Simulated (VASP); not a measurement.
# TiTe2 (series) (P-3m1) in VASP: notebook

Runs on TiTe2 (series). Level: PBE+D3(BJ). Tasks: single point.

All numbers are computed with VASP 6.6.1; they aren't measurements. Logs are shortened: lines on timing, memory, paths and dates and some standing lists are left out, and cuts for length are marked.

### 1 The structure

The structure is trigonal, space group P-3m1 (No. 164). The conventional cell has a = 3.777 Å, b = 3.777 Å, c = 6.498 Å, α = 90.00°, β = 90.00°, γ = 120.00°. Around Ti (site symmetry -3m) lie 6 Te at 2.77 Å. Around Te (site symmetry 3m) lie 3 Ti at 2.77 Å.

### 2 Single point, PBE+D3(BJ)

INCAR

```
PREC = Accurate
ENCUT = 520
EDIFF = 1E-7
ISMEAR = 0
SIGMA = 0.1
LREAL = False
LASPH = True
NELM = 100
ALGO = Fast
ISIF = 2
LWAVE = False
LCHARG = False
GGA = PE
IVDW = 12
NBANDS = 19
```

KPOINTS

```
regular mesh
0
Gamma
  15 15 8
```

POSCAR

```
TiTe2
1.0
    3.7770000000      0.0000000000      0.0000000000
   -1.8885000000      3.2709779501      0.0000000000
    0.0000000000      0.0000000000      6.4980000000
Ti Te
1 2
Direct
    0.0000000000      0.0000000000      0.0000000000
    0.6666666667      0.3333333333      0.2628000000
    0.3333333333      0.6666666667      0.7372000000
```

Potentials or basis: VASP PAW PBE potentials, release 64 (Ti_sv, Te).

Run with:

```bash
> cat potpaw_PBE.64/Ti_sv/POTCAR potpaw_PBE.64/Te/POTCAR > POTCAR
> mpirun -np 1 vasp_std > vasp.out
```

OUTCAR:

```text
PREC = Accurate
   ENCUT = 520
   EDIFF = 1E-7
   ISMEAR = 0
   LREAL = False
   LASPH = True
   NELM = 100
   ISIF = 2
   GGA = PE
   IVDW = 12
 IVDW          = 12

 ion  position               nearest neighbor table
   1  0.000  0.000  0.000-   2 2.77   3 2.77   2 2.77   3 2.77   2 2.77   3 2.77
   2  0.667  0.333  0.263-   1 2.77   1 2.77   1 2.77
   3  0.333  0.667  0.737-   1 2.77   1 2.77   1 2.77

  LATTYP: Found a hexagonal cell.
 ALAT       =     3.7770000000
 C/A-ratio  =     1.7204130262

  Lattice vectors:

 A1 = (   3.7770000000,   0.0000000000,   0.0000000000)
 A2 = (  -1.8885000000,   3.2709779501,   0.0000000000)
 A3 = (   0.0000000000,   0.0000000000,   6.4980000000)

Analysis of symmetry for initial positions (statically):
=====================================================================
 Subroutine PRICEL returns:
 Original cell was already a primitive cell.

 Routine SETGRP: Setting up the symmetry group for a
 hexagonal supercell.

 Subroutine GETGRP returns: Found 12 space group operations
 (whereof 12 operations were pure point group operations)
 out of a pool of 24 trial point group operations.

The static configuration has the point symmetry D_3d.

Analysis of symmetry for dynamics (positions and initial velocities):
=====================================================================
 Subroutine PRICEL returns:
 Original cell was already a primitive cell.

 Routine SETGRP: Setting up the symmetry group for a
 hexagonal supercell.

 Subroutine GETGRP returns: Found 12 space group operations
 (whereof 12 operations were pure point group operations)
 out of a pool of 24 trial point group operations.

The dynamic configuration has the point symmetry D_3d.

 Subroutine INISYM returns: Found 12 space group operations
 (whereof 12 operations are pure point group operations),
 and found     1 'primitive' translations

----------------------------------------------------------------------------------------

                                     Primitive cell

  volume of cell :      80.2794

  direct lattice vectors                    reciprocal lattice vectors
     3.777000000  0.000000000  0.000000000     0.264760392  0.152859484  0.000000000
    -1.888500000  3.270977950  0.000000000     0.000000000  0.305718967  0.000000000
     0.000000000  0.000000000  6.498000000     0.000000000  0.000000000  0.153893506

  length of vectors
     3.777000000  3.777000000  6.498000000     0.305718967  0.305718967  0.153893506

  position of ions in fractional coordinates (direct lattice)
     0.000000000  0.000000000  0.000000000
     0.666666667  0.333333333  0.262800000
     0.333333333  0.666666667  0.737200000

  ion indices of the primitive-cell ions
   primitive index   ion index
                 1           1
                 2           2
                 3           3

----------------------------------------------------------------------------------------

 KPOINTS: regular mesh

Automatic generation of k-mesh.
 Grid dimensions read from file:
 generate k-points for:   15   15    8

 Generating k-lattice:

  Cartesian coordinates                     Fractional coordinates (reciprocal lattice)
     0.017650693  0.010190632  0.000000000     0.066666667 -0.000000000  0.000000000
     0.000000000  0.020381264  0.000000000     0.000000000  0.066666667  0.000000000
     0.000000000  0.000000000  0.019236688     0.000000000  0.000000000  0.125000000

  Length of vectors
     0.020381264  0.020381264  0.019236688

  Shift w.r.t. Gamma in fractional coordinates (k-lattice)
     0.000000000  0.000000000  0.000000000

 Subroutine IBZKPT returns following result:
 ===========================================

 Found    192 irreducible k-points:

 Following reciprocal coordinates:
            Coordinates               Weight
  0.000000  0.000000  0.000000      1.000000
  0.066667  0.000000  0.000000      6.000000
  0.133333 -0.000000  0.000000      6.000000
  0.200000  0.000000  0.000000      6.000000
  0.266667 -0.000000  0.000000      6.000000
  0.333333 -0.000000  0.000000      6.000000
[... 16 lines left out ...]
  0.333333  0.200000  0.000000     12.000000
  0.400000  0.200000  0.000000      6.000000
 [... further k-points ...]
   k-points           NKPTS =    192   k-points in BZ     NKDIM =    192   number of bands    NBANDS=     19
   number of dos      NEDOS =    301   number of ions     NIONS =      3
   total plane-waves  NPLWV =  37632
   dimension x,y,z NGX =    28 NGY =   28 NGZ =   48
   dimension x,y,z NGXF=    56 NGYF=   56 NGZF=   96
   ions per type =               1   2
   NGX,Y,Z   is equivalent  to a cutoff of  12.32, 12.32, 12.28 a.u.
   NGXF,Y,Z  is equivalent  to a cutoff of  24.65, 24.65, 24.56 a.u.
 SYSTEM =  unknown system
   PREC   = accura    normal or accurate (medium, high low for compatibility)
   ISTART =      0    job   : 0-new  1-cont  2-samecut
   ICHARG =      2    charge: 1-file 2-atom 10-const
   ISPIN  =      1    spin polarized calculation?
   LNONCOLLINEAR =      F non collinear calculations
   LSORBIT =      F    spin-orbit coupling
   LASPH  =      T    aspherical Exc in radial PAW
   ENCUT  =  520.0 eV  38.22 Ry    6.18 a.u.   7.02  7.02 12.08*2*pi/ulx,y,z
   NELM   =    100;   NELMIN=  2; NELMDL= -5     # of ELM steps
   EDIFF  = 0.1E-06   stopping-criterion for ELM
   LREAL  =      F    real-space projection
   EDIFFG = 0.1E-05   stopping-criterion for IOM
   NSW    =      0    number of steps for IOM
   IBRION =     -1    ionic relax: 0-MD 1-quasi-New 2-CG
   NFREE  =      0    steps in history (QN), initial steepest desc. (CG)
   ISIF   =      2    stress and relaxation
   ISYM   =      2    0-nonsym 1-usesym 2-fastsym
   POTIM  = 0.5000    time-step for ionic-motion
   TEBEG  =    0.0;   TEEND  =   0.0 temperature during run
   PSTRESS=    0.0 pullay stress
   NELECT =      24.0000    total number of electrons
   NUPDOWN=      -1.0000    fix difference up-down
   EMIN   =  10.00;   EMAX   =-10.00  energy-range for DOS
   EFERMI =   0.00;   METHOD = LEGACY
   ISMEAR =     0;   SIGMA  =   0.10  broadening in eV -4-tet -1-fermi 0-gaus
   EFERMI_NEDOS =   21; number of points for ismear=-14 and -15
   IALGO  =     68    algorithm
   IMIX   =      4    mixing-type and parameters
     AMIX     =   0.40;   BMIX     =  1.00
     AMIX_MAG =   1.60;   BMIX_MAG =  1.00
  volume/ion in A,a.u.               =      26.76       180.58
  Fermi-wavevector in a.u.,A,eV,Ry     =   1.094655  2.068597 16.303438  1.198269
  Thomas-Fermi vector in A             =   2.230964
   LORBIT       =      0    0 simple, 1 ext, 2 COOP (PROOUT), +10 PAW based schemes
   GGA     = PE    functional components
   LHFCALC =     F    Hartree Fock is set to
   AEXX    =    0.0000 exact exchange contribution
   IVDW    =    12    specifies the selected vdW correction
   LEPSILON=     F    determine dielectric tensor
   LRPA    =     F    only Hartree local field effects (RPA)
 non-spin polarized calculation
 RMM-DIIS sequential band-by-band and
 Gauss-broadening in eV      SIGMA  =   0.10
  energy-cutoff  :      520.00
  volume of cell :       80.28
 maximum number of plane-waves:      2184
   NGX = 13   NGY = 13   NGZ = 25

 number of electron      23.9999998 magnetization

 Free energy of the ion-electron system (eV)
  ---------------------------------------------------
  ext. energy  EPLUGINS =         0.00000000
  ---------------------------------------------------
  free energy    TOTEN  =       -16.20602106 eV

  energy without entropy =      -16.19872371  energy(sigma->0) =      -16.20237238

 E-fermi :   6.8486     XC(G=0):  -9.8601

 val. band max:        6.8467698746   @ k =   0.0000   0.4667   0.1250
 cond. band min:       6.8577708801   @ k =   0.3333  -0.0000   0.5000
 fundamental gap:      0.0110010055
 Fermi energy:         6.8486412689

 k-point     1 :       0.0000    0.0000    0.0000
  band No.  band energies     occupation
      1     -50.6630      2.00000
      2     -26.9219      2.00000
      3     -26.9219      2.00000
      4     -26.8782      2.00000
      5      -5.5829      2.00000
      6      -4.0803      2.00000
[... 11 lines left out ...]
     18      11.9228      0.00000
     19      12.7591      0.00000

 k-point     2 :       0.0667    0.0000    0.0000
  band No.  band energies     occupation
      1     -50.6629      2.00000
      2     -26.9237      2.00000
      3     -26.9223      2.00000
      4     -26.8778      2.00000
      5      -5.5336      2.00000
      6      -4.0548      2.00000
[... 11 lines left out ...]
     18      12.3097      0.00000
     19      13.0409      0.00000

 k-point     3 :       0.1333   -0.0000    0.0000
  band No.  band energies     occupation
      1     -50.6625      2.00000
      2     -26.9289      2.00000
      3     -26.9235      2.00000
      4     -26.8766      2.00000
      5      -5.3881      2.00000
      6      -3.9815      2.00000
[... 11 lines left out ...]
     18      12.8667      0.00000
     19      13.5787      0.00000

 k-point     4 :       0.2000    0.0000    0.0000
  band No.  band energies     occupation
      1     -50.6620      2.00000
      2     -26.9364      2.00000
      3     -26.9252      2.00000
      4     -26.8748      2.00000
      5      -5.1550      2.00000
      6      -3.8710      2.00000
[... 11 lines left out ...]
     18      12.8139      0.00000
     19      13.7593      0.00000

 k-point     5 :       0.2667   -0.0000    0.0000
  band No.  band energies     occupation
      1     -50.6614      2.00000
      2     -26.9450      2.00000
      3     -26.9272      2.00000
      4     -26.8728      2.00000
      5      -4.8506      2.00000
      6      -3.7434      2.00000
[... 11 lines left out ...]
     18      12.4983      0.00000
     19      13.2084      0.00000

 k-point     6 :       0.3333   -0.0000    0.0000
  band No.  band energies     occupation
      1     -50.6608      2.00000
      2     -26.9532      2.00000
      3     -26.9291      2.00000
      4     -26.8709      2.00000
      5      -4.5024      2.00000
      6      -3.6303      2.00000
[... 11 lines left out ...]
     18      12.3266      0.00000
     19      12.7027      0.00000

 k-point     7 :       0.4000    0.0000    0.0000
  band No.  band energies     occupation
      1     -50.6603      2.00000
      2     -26.9596      2.00000
      3     -26.9306      2.00000
      4     -26.8694      2.00000
      5      -4.1548      2.00000
      6      -3.5745      2.00000
[... 11 lines left out ...]
     18      12.3062      0.00000
     19      12.4546      0.00000

 k-point     8 :       0.4667    0.0000    0.0000
  band No.  band energies     occupation
      1     -50.6601      2.00000
      2     -26.9631      2.00000
      3     -26.9314      2.00000
      4     -26.8686      2.00000
      5      -3.8791      2.00000
      6      -3.6087      2.00000
[... 256 lines left out ...]
 k-point    20 :       0.4000    0.1333    0.0000
  band No.  band energies     occupation
      1     -50.6600      2.00000
      2     -26.9609      2.00000
      3     -26.9357      2.00000
      4     -26.8682      2.00000
      5      -3.8123      2.00000
      6      -3.5623      2.00000
[... 11 lines left out ...]
     18      11.8705      0.00000
     19      13.4450      0.00000

 k-point    21 :       0.2000    0.2000    0.0000
  band No.  band energies     occupation
      1     -50.6607      2.00000
      2     -26.9513      2.00000
      3     -26.9334      2.00000
      4     -26.8705      2.00000
      5      -4.4277      2.00000
      6      -3.5906      2.00000
[... 11 lines left out ...]
     18      12.2259      0.00000
     19      13.9891      0.00000

 k-point    22 :       0.2667    0.2000    0.0000
  band No.  band energies     occupation
      1     -50.6602      2.00000
      2     -26.9552      2.00000
      3     -26.9370      2.00000
      4     -26.8691      2.00000
      5      -4.1142      2.00000
      6      -3.5166      2.00000
[... 11 lines left out ...]
     18      11.6568      0.00000
     19      14.1953      0.00000

 k-point    23 :       0.3333    0.2000    0.0000
  band No.  band energies     occupation
      1     -50.6599      2.00000
      2     -26.9576      2.00000
      3     -26.9396      2.00000
      4     -26.8681      2.00000
      5      -3.8387      2.00000
      6      -3.5028      2.00000
[... 11 lines left out ...]
     18      11.3555      0.00000
     19      14.2337      0.00000

 k-point    24 :       0.4000    0.2000    0.0000
  band No.  band energies     occupation
      1     -50.6598      2.00000
      2     -26.9584      2.00000
      3     -26.9406      2.00000
      4     -26.8678      2.00000
      5      -3.6948      2.00000
      6      -3.5382      2.00000
[... 11 lines left out ...]
     18      11.2667      0.00000
     19      14.2420      0.00000

 [... further k-points ...]

------------------------ aborting loop because EDIFF is reached ----------------------------------------

 Edisp (eV)   -1.47475

 E8    (eV) :    -0.6840

  FORCE on cell =-STRESS in cart. coord.  units (eV):
  Direction    XX          YY          ZZ          XY          YZ          ZX
  --------------------------------------------------------------------------------------
  -------------------------------------------------------------------------------------
  Total      -1.17973    -1.17973    -0.69587     0.00000     0.00000     0.00000
  in kB     -23.54441   -23.54441   -13.88782     0.00000     0.00000     0.00000
  external pressure =      -20.33 kB  Pullay stress =        0.00 kB

 VOLUME and BASIS-vectors are now :
 -----------------------------------------------------------------------------
  energy-cutoff  :      520.00
  volume of cell :       80.28
      direct lattice vectors                 reciprocal lattice vectors
     3.777000000  0.000000000  0.000000000     0.264760392  0.152859484  0.000000000
    -1.888500000  3.270977950  0.000000000     0.000000000  0.305718967  0.000000000
     0.000000000  0.000000000  6.498000000     0.000000000  0.000000000  0.153893506

 POSITION                                       TOTAL-FORCE (eV/Angst)
 -----------------------------------------------------------------------------------
      0.00000      0.00000      0.00000         0.000000      0.000000      0.000000
      1.88850      1.09033      1.70767         0.000000      0.000000      0.043124
     -0.00000      2.18065      4.79033        -0.000000     -0.000000     -0.043124
 -----------------------------------------------------------------------------------
    total drift:                                0.000000     -0.000000     -0.000000

  FREE ENERGIE OF THE ION-ELECTRON SYSTEM (eV)
  ---------------------------------------------------
  free  energy   TOTEN  =       -17.6807728472 eV

  energy  without entropy=      -17.6734754898  energy(sigma->0) =      -17.67712417
```

Run time: 6.7 min. Hardware: 1 thread of Intel Xeon Platinum 8488C (Sapphire Rapids), shared host; peak memory 0.41 GiB.

What came out:

```
Free energy                : -17.6808 eV
Pressure                   : -2.0 GPa
Largest force              : 0.043 eV/Å
Band gap on the k mesh     : none (metal or under the smearing width)
Dispersion energy per atom : -0.492 eV
```

Forces on the atoms (eV/Å):
```
Ti   0.000  0.000  0.000
Te   0.000  0.000  0.043
Te   0.000  0.000 -0.043
```

Levels at points of the mesh, in eV from the Fermi level:
```tsv
k point	band 10	band 11	band 12	band 13	band 14	band 15
(0.00, 0.00, 0.00)	0.32	0.36	0.36	0.55	1.04	1.04
(0.00, 0.00, 0.50)	-1.64	0.35	0.35	0.72	0.72	1.00
```

Spin-orbit coupling is left out, which matters for the levels of Te.

(Part 1 of 2 ends here.)
